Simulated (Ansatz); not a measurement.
Wires are cut from relaxed bulk Ti (P6_3/mmc, 17.39 Å³/atom, gap on the mesh 0.00 eV); atoms and period are relaxed, and energies count from that bulk.

Computed with DFT PBE, scalar-relativistic, plane waves, PAW in Ansatz.

Cutoff 420 eV, Gaussian smearing of 0.05 eV, energies at zero smearing, symmetry of each start kept, no spin polarisation.

```tsv
start	atoms	k mesh	excess energy (eV per host atom)	line energy (eV/Å)	period (Å)	gap on the mesh (eV)	highest filled level or Fermi level under vacuum (eV)
[001] wire, 4 host atoms a period*	4	1×1×12	2.062	2.276	3.623	0	3.14
[001] wire, 10 host atoms a period	10	1×1×12	1.443	3.320	4.346	0	-
```

A dash: not computed, or not clear enough to read.

* ends far from its start.

Each run keeps its start's symmetry and one magnetic start, so lower states can exist.

Cost: 2 runs of about 67 core-minutes in all, on AMD EPYC 7571 (shared hosts).